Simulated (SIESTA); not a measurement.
## Si2W under changes of volume

One of the cells (13.748 Å³/atom); the others are scaled copies at fixed shape and fractional positions:

```
W Si
1.0
    -1.61754    1.61754    3.94088
     1.61754   -1.61754    3.94088
     1.61754    1.61754   -3.94088
W Si
1 2
Cartesian
  0.0000 0.0000 0.0000
  0.0000 0.0000 5.2437
  0.0000 0.0000 2.6380
```

```yaml
Program: SIESTA 5.4.2
Functional: PBEsol
Potentials_or_basis: PseudoDojo 0.4 standard (PBEsol files)
Basis: DZP (energy shift 0.003 Ry; two zetas on semicore shells)
Grid_cutoff: 800 Ry
Energy_shift: 0.003 Ry
k_mesh: 12 × 12 × 12
Occupations: fermi-dirac, width 0.05 eV
Spin: no spin polarisation
```

```csv
volume (Å³/atom),energy over the lowest point (meV/atom),pressure (GPa),largest force (eV/Å)
12.670,?,?,?
12.939,11.18,9.4,0.228
13.209,0.00,4.0,0.170
13.748,2.24,-5.0,0.064
14.018,14.06,-8.9,0.013
14.287,32.05,-12.4,0.037
```

Problem. What does the run at 12.670 Å³/atom give?

Solution. Energy over the lowest point 31.83 meV/atom; pressure 15.3 GPa; largest force 0.288 eV/Å.

Worked out: A Birch-Murnaghan fit of order 3 (a polynomial in V^(-2/3)) to the other rows has its minimum at 13.43 Å³/atom with B0 = V·E''(V) = 230 GPa and B' = 4.1 at fixed shape and positions, which overstates the stiffness. It gives 31.67 meV/atom at 12.670 Å³/atom, against the run's 31.83, and -dE/dV = 15.2 GPa, against 15.3.

Energies are extrapolated to zero smearing.

Caveats: short orbitals over semicore shells can move pressures by several GPa; the basis of atomic orbitals isn't converged, which shifts pressures, moduli and gaps.
